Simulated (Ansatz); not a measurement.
What uniaxial stress, 0.5 GPa tension along z does to GeO2

The parent structure is GeO2 (space group P3_121, No. 152; a = 5.093 Å, c = 5.768 Å). Axes: x lies along a and z along c of the hexagonal cell.

It is then changed as follows: uniaxial stress, 0.5 GPa tension along z, with the cell and atoms free to relax against it.

The values are results of Kohn–Sham DFT with the PBE functional, run in Ansatz (a first-principles code) with PAW and 420 eV plane waves, no spin-orbit coupling, not measurements. k-mesh 8×8×6 (Γ-centred); smearing 0.05 eV (Fermi–Dirac).

```tsv
quantity	base	changed	shift
volume per atom	14.40 Å³	14.43 Å³	+0.03 Å³
space group	P3_121 (No. 152)	P3_121 (No. 152)	–
shortest interatomic distance	1.767 Å	1.768 Å	+0.001 Å
energy relative to the base (free energy F)	0 meV/atom	+0.1 meV/atom	+0.1 meV/atom
band gap	3.22 eV	3.22 eV	0.00 eV
gap character	indirect, K → Γ	indirect, K → Γ	–
smallest direct gap	3.29 eV	3.29 eV	-0.006 eV
electron mass	0.41 mₑ along c, 0.45 mₑ across (at Γ)	0.39 mₑ along z, 0.45 mₑ across (at Γ)	–
strain response (xx, yy, zz)	–	(−0.20, −0.20, +0.63) %	–
```

Cost of the whole job for the changed cell (relaxation, final SCF and bands): very roughly 4 core-minutes.

Effective masses come from finite differences of ±0.01 Å⁻¹. Beyond what the load breaks, stability against distortions was not tested.
